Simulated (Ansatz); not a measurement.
Computed with Ansatz 0.2.0, DFT PBE, scalar-relativistic, plane waves, PAW. All cells share a 420 eV cutoff and Γ-centred k meshes spaced at most about 0.3 Å⁻¹ (about 0.25 or finer for metals, 2π included). No spin polarisation.

Temperature and zero-point effects are left out. Both are relaxed sheets, periodic along a and b.

Two relaxed structures of Pb:

A.

```yaml
crystal:
  periodic: [true, true, false]
  lattice:
    - [5.15672, 0.00000, 0.00000]
    - [-2.57836, 4.46585, 0.00000]
    - [0.00000, 0.00000, 23.80000]
  atoms:
    - { symbol: Pb, position: [0.33333, 0.66667, 0.29412] }
    - { symbol: Pb, position: [0.66667, 0.33333, 0.29412] }
```

B.

```yaml
crystal:
  periodic: [true, true, false]
  lattice:
    - [6.26643, 0.00000, 0.00000]
    - [-3.13322, 5.42689, 0.00000]
    - [0.00000, 0.00000, 23.80000]
  atoms:
    - { symbol: Pb, position: [0.00000, 0.50000, 0.29412] }
    - { symbol: Pb, position: [0.50000, 0.00000, 0.29412] }
    - { symbol: Pb, position: [0.50000, 0.50000, 0.29412] }
```

Question: Which form is favoured at zero pressure, and by what margin per atom?

Answer: B is lower, by 93 meV/atom. A has layer group p6/mmm (No. 80), 11.5 Å²/atom and no gap on its mesh; B has layer group p6/mmm (No. 80), 11.3 Å²/atom and no gap. Counting all near atoms (those within 1.25 times the shortest distance at each site), A has Pb 3 and B has Pb 4. Both come from invented guesses. The lowest form computed isn't among them: it has layer group p6/mmm (No. 80), 9.4 Å²/atom and lies 225 meV/atom below the best shown.

Spin–orbit coupling, which can matter for Pb, is left out. Cells relaxed within their symmetry can be saddle points. Some structure types and database cells were kept out of the candidates from the start, so a known form may be missing.
